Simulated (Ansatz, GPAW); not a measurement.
## Ballistic transport through a Ru chain with one N atom in line, from relaxation to T(E)

Aim: the conductance of a Ru chain with one N atom in line after relaxation, and whether geometry, basis or functional moves it most.

Main program and level: GPAW 26.7.0 and Ansatz 0.2.0; Ansatz plane waves; relaxation of the junction with the lead ends held, in the first sound run; inputs show where later runs differ.

### Step 1. Set-up

The cell holds 17 atoms: 16 Ru and 1 N. Cell: a = 9.000 Å, b = 9.000 Å, c = 37.169 Å, α = 90.0°, β = 90.0°, γ = 90.0°. Regions: left lead, 8 atoms (8 Ru); channel, 1 atom (1 N); right lead, 8 atoms (8 Ru). Vacuum lies along a and b. The structure is stacked along c, and the current runs across the ab planes.

### Step 2. Relaxation

Transmission follows bond lengths closely, so the atoms between the held lead ends are relaxed first, from a slightly shaken start that lets symmetry break.

The input, input.yaml:

```yaml
crystal:
  lattice:
    - [9.0, 0.0, 0.0]
    - [0.0, 9.0, 0.0]
    - [0.0, 0.0, 37.1688]
  atoms:
    - { symbol: Ru, position: [0.5, 0.5, 0.030267321] }
    - { symbol: Ru, position: [0.5, 0.5, 0.0908019629] }
    - { symbol: Ru, position: [0.5, 0.5, 0.1513366049] }
    - { symbol: Ru, position: [0.5, 0.5, 0.2118712469] }
    - { symbol: Ru, position: [0.5, 0.5, 0.2724058888] }
    - { symbol: Ru, position: [0.5, 0.5, 0.3329405308] }
    - { symbol: Ru, position: [0.5036708748, 0.5011281043, 0.3930393463] }
    - { symbol: Ru, position: [0.4957991938, 0.4936845958, 0.4540248582] }
    - { symbol: "N", position: [0.4972981097, 0.4970928135, 0.4998208421] }
    - { symbol: Ru, position: [0.4998271799, 0.4924107239, 0.5467368976] }
    - { symbol: Ru, position: [0.493243848, 0.506198747, 0.6070014917] }
    - { symbol: Ru, position: [0.5, 0.5, 0.6670594692] }
    - { symbol: Ru, position: [0.5, 0.5, 0.7275941112] }
    - { symbol: Ru, position: [0.5, 0.5, 0.7881287531] }
    - { symbol: Ru, position: [0.5, 0.5, 0.8486633951] }
    - { symbol: Ru, position: [0.5, 0.5, 0.9091980371] }
    - { symbol: Ru, position: [0.5, 0.5, 0.969732679] }
kpoints:
  mp_grid: { grid: [1, 1, 2] }
hamiltonian:
  xc: pbe
scf:
  occupations: { method: fermi_dirac, width: 0.1 }
relax:
  f_tol: 0.03
  max_steps: 80
  constraints: [{ sites: [0, 1, 2, 3, 4, 5, 11, 12, 13, 14, 15, 16] }]
```

On the command line:

```
$ ansatz run input.yaml --threads 4 --pin off --max-ram 8192MiB --backend cpu --events-out ev --progress --plain --runs-dir out
```

Numbers of over 12 decimals in the logs are rounded to 6 here.

Log:

```text
Engine: ansatz 0.2.0, x86_64-unknown-linux-gnu
Pseudopotentials: kind: paw
Pseudopotential: Ru, paw, valence charge 16, recommended cutoff 420 eV (normal), Ru.paw.azcp
Pseudopotential: N, paw, valence charge 5, recommended cutoff 420 eV (normal), N.paw.azcp
Functional definition: PBE
  parameter kappa = 0.804
  parameter beta = 0.066725
  exchange = pbe_x(kappa = kappa, mu = beta*pi^2/3)
  correlation = pbe_c(beta = beta)
Crystal: 17 atoms, lattice volume = 3010.673 Å³
Basis set: ecut = 420 eV, 58817 PW (Γ), exchange–correlation on 128×128×500 points (8 copies of the dense FFT grid, shifted against one another)
Bands: 157, of which v1, the nominal top of the filled ones, is band 131 counted from 1 (130 counted from 0)
Symmetry: 1 space group operations
Space group: P1 (ITA 1), of the structure as read, at distance tolerance 1.4e-4 Å
k-points: 2
Non-local potential: Ru, projectors of the file, l = 0: 3, l = 1: 2, l = 2: 2, l = 3: 1
Non-local potential: N, projectors of the file, l = 0: 2, l = 1: 2, l = 2: 1
PAW form: soft (Blöchl's): semilocal exchange-correlation on the pseudo side does not see the compensation charge
PAW one-centre angular grid: Ru, 590 points (default); XC on 64 Gauss nodes
PAW one-centre angular grid: N, 110 points (default); XC on 64 Gauss nodes
Initial density: superposition of atomic densities (neutral atoms: chi_scale 0, normalization atom), corrected by the library's trained network
Initial wavefunctions: pseudopotential atomic-orbital guess
Functional: x = pbe(κ = 0.804, μ = 0.219515), c = pbe(β = 0.066725)
SCF iter   1: F=—  HF=-94377.475617 eV  |F-HF|=—  |Δ(HF+E_count)|=         —  Δρ=5.85e-3  dr2=9.11e-1  ethr=1.77e-3  ⟨swp⟩=6.5  Hψ=1106  notcnv=0
preconditioner: auto → LDOS  [metal: Δε(μ)=0.002 eV  Ē_g=2.965 eV  σ=0.100 eV  W_gap=0.01  n_scr=312 (ndim 8)  ℏωp=7.8 eV  f_vac=0.745  D(μ)=55.23/eV (n_scr^D=312)  β→1.0]
SCF iter   2: F=—  HF=-94377.602807 eV  |F-HF|=—  |Δ(HF+E_count)|=   1.27e-1  Δρ=4.05e-3  dr2=4.99e-1  ethr=3.49e-4  ⟨swp⟩=4.0  Hψ=678  notcnv=0
SCF iter   3: F=—  HF=-94377.532644 eV  |F-HF|=—  |Δ(HF+E_count)|=   7.02e-2  Δρ=9.41e-4  dr2=2.56e-2  ethr=1.91e-4  ⟨swp⟩=2.0  Hψ=498  notcnv=0
SCF iter   4: F=—  HF=-94377.532272 eV  |F-HF|=—  |Δ(HF+E_count)|=   3.72e-4  Δρ=3.25e-4  dr2=5.97e-3  ethr=9.82e-6  ⟨swp⟩=2.0  Hψ=543  notcnv=0
SCF iter   5: F=—  HF=-94377.533062 eV  |F-HF|=—  |Δ(HF+E_count)|=   7.90e-4  Δρ=1.69e-4  dr2=1.67e-3  ethr=2.29e-6  ⟨swp⟩=2.0  Hψ=405  notcnv=0
SCF iter   6: F=—  HF=-94377.533162 eV  |F-HF|=—  |Δ(HF+E_count)|=   9.94e-5  Δρ=6.20e-5  dr2=2.16e-4  ethr=6.41e-7  ⟨swp⟩=2.0  Hψ=336  notcnv=0
SCF iter   7: F=—  HF=-94377.533251 eV  |F-HF|=—  |Δ(HF+E_count)|=   8.98e-5  Δρ=2.62e-5  dr2=4.18e-5  ethr=8.28e-8  ⟨swp⟩=2.0  Hψ=547  notcnv=0
SCF iter   8: F=-94377.533278 eV  HF=-94377.533279 eV  |F-HF|=7.38e-7  |Δ(HF+E_count)|=   2.77e-5  Δρ=8.11e-6  dr2=3.63e-6  ethr=8.62e-9  ⟨swp⟩=4.0  Hψ=963  notcnv=0
SCF 1 converged in 8 iterations: F = -94377.533278 eV  dr2 = 3.63e-6
  greatest PAW one-centre occupation: 1.000 electrons in one spin orbital (limit 2), on the Ru atom at site 6 (counted from 0), in its partial waves of l = 0
relax step   1: F+E_penalty+E_count = -94377.53327836 eV  Δ(F+E_penalty+E_count) = +0.000e0 eV  max|allowed force component| = 2.999e0 eV/Å  Δτ_max = 0.0000 Å  (8 SCF iters, dr2 threshold 2.25e-5 eV, accepted)
Initial density: handed on by an earlier stage of this run
Initial wavefunctions: those handed on with the density
iter 1 solved again at ethr=6.25e-5 eV; its pass at ethr=3.10e-3 eV (dr2=1.63e-1 eV) is discarded
SCF iter   1: F=—  HF=-94377.736577 eV  |F-HF|=—  |Δ(HF+E_count)|=         —  Δρ=2.51e-3  dr2=1.49e-1  ethr=6.25e-5  ⟨swp⟩=2.0  Hψ=958  notcnv=0
preconditioner: auto → LDOS  [metal: Δε(μ)=0.023 eV  Ē_g=2.949 eV  σ=0.100 eV  W_gap=0.06  n_scr=312 (ndim 8)  ℏωp=7.8 eV  f_vac=0.756  D(μ)=56.03/eV (n_scr^D=328)  β→1.0]
SCF iter   2: F=—  HF=-94377.725778 eV  |F-HF|=—  |Δ(HF+E_count)|=   1.08e-2  Δρ=1.17e-3  dr2=3.94e-2  ethr=5.71e-5  ⟨swp⟩=2.0  Hψ=587  notcnv=0
SCF iter   3: F=—  HF=-94377.718943 eV  |F-HF|=—  |Δ(HF+E_count)|=   6.83e-3  Δρ=4.13e-4  dr2=8.52e-3  ethr=1.51e-5  ⟨swp⟩=2.0  Hψ=545  notcnv=0
SCF iter   4: F=—  HF=-94377.718114 eV  |F-HF|=—  |Δ(HF+E_count)|=   8.29e-4  Δρ=1.34e-4  dr2=1.43e-3  ethr=3.27e-6  ⟨swp⟩=2.0  Hψ=447  notcnv=0
SCF iter   5: F=—  HF=-94377.718085 eV  |F-HF|=—  |Δ(HF+E_count)|=   2.96e-5  Δρ=6.42e-5  dr2=2.11e-4  ethr=5.47e-7  ⟨swp⟩=2.0  Hψ=447  notcnv=0
SCF iter   6: F=-94377.718112 eV  HF=-94377.718117 eV  |F-HF|=5.62e-6  |Δ(HF+E_count)|=   3.29e-5  Δρ=2.81e-5  dr2=4.73e-5  ethr=3.83e-8  ⟨swp⟩=3.0  Hψ=1105  notcnv=0
SCF 2 converged in 6 iterations: F = -94377.718112 eV  dr2 = 4.73e-5
relax step   2: F+E_penalty+E_count = -94377.71811187 eV  Δ(F+E_penalty+E_count) = -1.848e-1 eV  max|allowed force component| = 1.592e0 eV/Å  Δτ_max = 0.0755 Å  (6 SCF iters, dr2 threshold 1.00e-4 eV, accepted)
iter 1 solved again at ethr=3.16e-4 eV; its pass at ethr=3.10e-3 eV (dr2=8.26e-1 eV) is discarded
SCF iter   1: F=—  HF=-94378.117998 eV  |F-HF|=—  |Δ(HF+E_count)|=         —  Δρ=5.74e-3  dr2=7.01e-1  ethr=3.16e-4  ⟨swp⟩=1.0  Hψ=1044  notcnv=0
preconditioner: auto → LDOS  [metal: Δε(μ)=0.043 eV  Ē_g=2.921 eV  σ=0.100 eV  W_gap=0.11  n_scr=312 (ndim 8)  ℏωp=7.8 eV  f_vac=0.756  D(μ)=54.99/eV (n_scr^D=312)  β→1.0]
SCF iter   2: F=—  HF=-94378.046859 eV  |F-HF|=—  |Δ(HF+E_count)|=   7.11e-2  Δρ=3.08e-3  dr2=2.18e-1  ethr=2.68e-4  ⟨swp⟩=2.0  Hψ=605  notcnv=0
SCF iter   3: F=—  HF=-94377.994397 eV  |F-HF|=—  |Δ(HF+E_count)|=   5.25e-2  Δρ=7.91e-4  dr2=2.83e-2  ethr=8.33e-5  ⟨swp⟩=2.0  Hψ=586  notcnv=0
SCF iter   4: F=—  HF=-94377.992577 eV  |F-HF|=—  |Δ(HF+E_count)|=   1.82e-3  Δρ=2.78e-4  dr2=4.16e-3  ethr=1.08e-5  ⟨swp⟩=2.0  Hψ=464  notcnv=0
SCF iter   5: F=—  HF=-94377.992220 eV  |F-HF|=—  |Δ(HF+E_count)|=   3.56e-4  Δρ=1.06e-4  dr2=5.66e-4  ethr=1.59e-6  ⟨swp⟩=2.0  Hψ=580  notcnv=0
SCF iter   6: F=—  HF=-94377.992346 eV  |F-HF|=—  |Δ(HF+E_count)|=   1.26e-4  Δρ=4.58e-5  dr2=1.16e-4  ethr=2.17e-7  ⟨swp⟩=2.0  Hψ=431  notcnv=0
SCF iter   7: F=-94377.992428 eV  HF=-94377.992427 eV  |F-HF|=1.17e-6  |Δ(HF+E_count)|=   8.10e-5  Δρ=1.74e-5  dr2=1.35e-5  ethr=3.83e-8  ⟨swp⟩=3.0  Hψ=994  notcnv=0
SCF 3 converged in 7 iterations: F = -94377.992428 eV  dr2 = 1.35e-5
  greatest PAW one-centre occupation: 0.999 electrons in one spin orbital (limit 2), on the Ru atom at site 6 (counted from 0), in its partial waves of l = 0
relax step   3: F+E_penalty+E_count = -94377.99242810 eV  Δ(F+E_penalty+E_count) = -2.743e-1 eV  max|allowed force component| = 7.097e-1 eV/Å  Δτ_max = 0.1970 Å  (7 SCF iters, dr2 threshold 1.00e-4 eV, accepted)
[...]
relax step   4: F+E_penalty+E_count = -94378.14377450 eV  Δ(F+E_penalty+E_count) = -1.513e-1 eV  max|allowed force component| = 1.160e0 eV/Å  Δτ_max = 0.1950 Å  (7 SCF iters, dr2 threshold 1.00e-4 eV, accepted)
[...]
relax step   5: F+E_penalty+E_count = -94378.25276580 eV  Δ(F+E_penalty+E_count) = -1.090e-1 eV  max|allowed force component| = 5.841e-1 eV/Å  Δτ_max = 0.1998 Å  (6 SCF iters, dr2 threshold 1.00e-4 eV, accepted)
[...]
relax step   6: F+E_penalty+E_count = -94378.28514480 eV  Δ(F+E_penalty+E_count) = -3.238e-2 eV  max|allowed force component| = 1.872e-1 eV/Å  Δτ_max = 0.1374 Å  (6 SCF iters, dr2 threshold 8.64e-5 eV, accepted)
[...]
relax step   7: F+E_penalty+E_count = -94378.29059683 eV  Δ(F+E_penalty+E_count) = -5.452e-3 eV  max|allowed force component| = 3.185e-2 eV/Å  Δτ_max = 0.1213 Å  (7 SCF iters, dr2 threshold 3.60e-6 eV, accepted)
SCF iter   1: F=—  HF=-94378.291852 eV  |F-HF|=—  |Δ(HF+E_count)|=         —  Δρ=6.44e-4  dr2=7.64e-3  ethr=2.70e-5  ⟨swp⟩=2.0  Hψ=564  notcnv=0
preconditioner: auto → LDOS  [metal: Δε(μ)=0.038 eV  Ē_g=2.849 eV  σ=0.100 eV  W_gap=0.09  n_scr=312 (ndim 8)  ℏωp=7.8 eV  f_vac=0.755  D(μ)=53.02/eV (n_scr^D=304)  β→1.0]
SCF iter   2: F=—  HF=-94378.291097 eV  |F-HF|=—  |Δ(HF+E_count)|=   7.55e-4  Δρ=3.35e-4  dr2=2.13e-3  ethr=2.93e-6  ⟨swp⟩=2.0  Hψ=621  notcnv=0
SCF iter   3: F=—  HF=-94378.290574 eV  |F-HF|=—  |Δ(HF+E_count)|=   5.23e-4  Δρ=8.75e-5  dr2=2.51e-4  ethr=8.15e-7  ⟨swp⟩=2.0  Hψ=541  notcnv=0
SCF iter   4: F=—  HF=-94378.290571 eV  |F-HF|=—  |Δ(HF+E_count)|=   2.32e-6  Δρ=2.20e-5  dr2=2.12e-5  ethr=9.60e-8  ⟨swp⟩=2.0  Hψ=446  notcnv=0
SCF iter   5: F=—  HF=-94378.291116 eV  |F-HF|=—  |Δ(HF+E_count)|=   5.45e-4  Δρ=8.08e-6  dr2=3.25e-6  ethr=8.10e-9  ⟨swp⟩=3.0  Hψ=461  notcnv=0
SCF iter   6: F=—  HF=-94378.291117 eV  |F-HF|=—  |Δ(HF+E_count)|=   9.82e-7  Δρ=3.09e-6  dr2=3.10e-7  ethr=1.25e-9  ⟨swp⟩=2.0  Hψ=448  notcnv=0
SCF iter   7: F=-94378.291117 eV  HF=-94378.291117 eV  |F-HF|=5.06e-9  |Δ(HF+E_count)|=   1.32e-7  Δρ=9.14e-7  dr2=3.40e-8  ethr=3.83e-11  ⟨swp⟩=4.0  Hψ=1021  notcnv=0
SCF 8 converged in 7 iterations: F = -94378.291117 eV  dr2 = 3.40e-8
relax step   8: F+E_penalty+E_count = -94378.29111715 eV  Δ(F+E_penalty+E_count) = -5.203e-4 eV  max|allowed force component| = 3.349e-3 eV/Å  Δτ_max = 0.0320 Å  (7 SCF iters, accepted)
SCF converged after 7 iterations
Free energy (F): -94378.291117 eV
Harris-Foulkes:  -94378.291117 eV  (|F-HF|=5.06e-9)
Internal energy: -94376.583696 eV  (E = F + TS)
E sigma→0 (E₀):  -94377.437407 eV
Entropy (-TS):   -1.707421 eV (-100.437 meV/atom)
Fermi energy:    -2.938884 eV
--- Per-component energies (eV) ---
  E_band       = -7387.391047
  E_kinetic    = 8351.934668
  E_local      = -83257.793742  (includes V_loc(G=0)·N_el)
  E_nonlocal   = 5618.238687
  E_hartree    = 34662.071587
  E_xc         = -3038.098091
  E_vxc        = -3804.015768  (∫ρ·V_xc dr)
  E_paw        = -55533.247978  (= ΣΔE_a)
  E_vpaw       = -3619.897743  (= ΣTr[D̂ρ^β])
  E_aug_tail   = -0.002698  (compensation charges beyond the density's cutoff)
  E_ewald      = -1179.686130
  E_smearing   = -1.707421  (= −TS)
  E_closure    = -0.000000  (closes the sum)
  Σ components = -94378.291117   (vs F -94378.291117, Δ=0.00e0)
--- Forces (eV/Å), atoms counted from 1 ---
  atom   1  Ru     0.00501341    -0.00170119     0.18570868
  atom   2  Ru    -0.02010834     0.00678193    -0.06484475
  atom   3  Ru     0.00438112    -0.00178712    -0.03118387
  atom   4  Ru     0.02943186    -0.00916655    -0.00817736
  atom   5  Ru     0.11450727    -0.03773722     0.24522313
  atom   6  Ru    -0.18098870     0.06045916     0.70450569
  atom   7  Ru     0.00034401    -0.00230431    -0.00305199
  atom   8  Ru    -0.00267582     0.00206020     0.00217054
  atom   9  N      0.00334852    -0.00039785     0.00313294
  atom  10  Ru    -0.00281297     0.00006849    -0.00095272
  atom  11  Ru     0.00071176     0.00055448     0.00146340
  atom  12  Ru     0.18072001    -0.06180914    -0.70719470
  atom  13  Ru    -0.11346334     0.03844447    -0.24530427
  atom  14  Ru    -0.02871674     0.01024234     0.00803283
  atom  15  Ru    -0.00485122     0.00136538     0.03163503
  atom  16  Ru     0.02017832    -0.00673911     0.06413551
  atom  17  Ru    -0.00499355     0.00168506    -0.18536645
  max |Σ_I F_I| component: 6.83e-5 eV/Å
--- Relaxed structure (8 steps of the walk, 8 accepted, 0 SCFs on fresh bases) ---
  F+E_penalty+E_count = -94378.29111715 eV   max|allowed force component| = 3.349e-3 eV/Å
  atoms:
    - { symbol: Ru, position: [0.5, 0.5, 0.030267] }
    - { symbol: Ru, position: [0.5, 0.5, 0.090802] }
    - { symbol: Ru, position: [0.5, 0.5, 0.151337] }
    - { symbol: Ru, position: [0.5, 0.5, 0.2118712469] }
    - { symbol: Ru, position: [0.5, 0.5, 0.272406] }
    - { symbol: Ru, position: [0.5, 0.5, 0.332941] }
    - { symbol: Ru, position: [0.548936, 0.484134, 0.394215] }
    - { symbol: Ru, position: [0.460290, 0.513048, 0.451610] }
    - { symbol: N, position: [0.500090, 0.500026, 0.499987] }
    - { symbol: Ru, position: [0.539886, 0.486296, 0.548349] }
    - { symbol: Ru, position: [0.451655, 0.516615, 0.605762] }
    - { symbol: Ru, position: [0.5, 0.5, 0.667059] }
    - { symbol: Ru, position: [0.5, 0.5, 0.727594] }
    - { symbol: Ru, position: [0.5, 0.5, 0.788129] }
    - { symbol: Ru, position: [0.5, 0.5, 0.848663] }
    - { symbol: Ru, position: [0.5, 0.5, 0.909198] }
    - { symbol: Ru, position: [0.5, 0.5, 0.969732679] }
```

It took 53 s on 4 threads of Intel Xeon 6975P-C (Granite Rapids), shared host; peak memory 4.3 GiB; 3.3 min of CPU time.

This run has no spin polarisation although its electron count is odd.

Relaxation path:

| step | energy less that of the first step (eV) | largest force component (eV/Å) |
| --- | --- | --- |
| 1 | 0.0000 | 2.9994 |
| 2 | -0.1848 | 1.5916 |
| 3 | -0.4591 | 0.7097 |
| 4 | -0.6105 | 1.1604 |
| 5 | -0.7195 | 0.5841 |
| 6 | -0.7519 | 0.1872 |
| 7 | -0.7573 | 0.0319 |
| 8 | -0.7578 | 0.0033 |

The atoms that moved most (Å):

| atom | dx | dy | dz | length |
| --- | --- | --- | --- | --- |
| Ru7 | 0.407 | -0.153 | 0.044 | 0.437 |
| Ru11 | -0.374 | 0.094 | -0.046 | 0.389 |
| Ru8 | -0.320 | 0.174 | -0.090 | 0.375 |
| Ru10 | 0.361 | -0.055 | 0.060 | 0.370 |
| N9 | 0.025 | 0.026 | 0.006 | 0.037 |

This step gave:

```yaml
free_energy: -94378.2911 eV
smearing_term_ts: 1.707 eV
symmetry_operations: 1
```

The relaxation lowered the energy of the cell by 0.758 eV.

(Part 1 of 3 ends here.)

[Logs are printed without paths, hosts, clocks, repeated set-up lines and the standing remarks that a program may print on its own settings, such as how far it seeks lower states.]

[Hosts, paths, dates, database ids (printed as entryN), source tags and the programs' standing remarks are cut or masked in the printed files.]
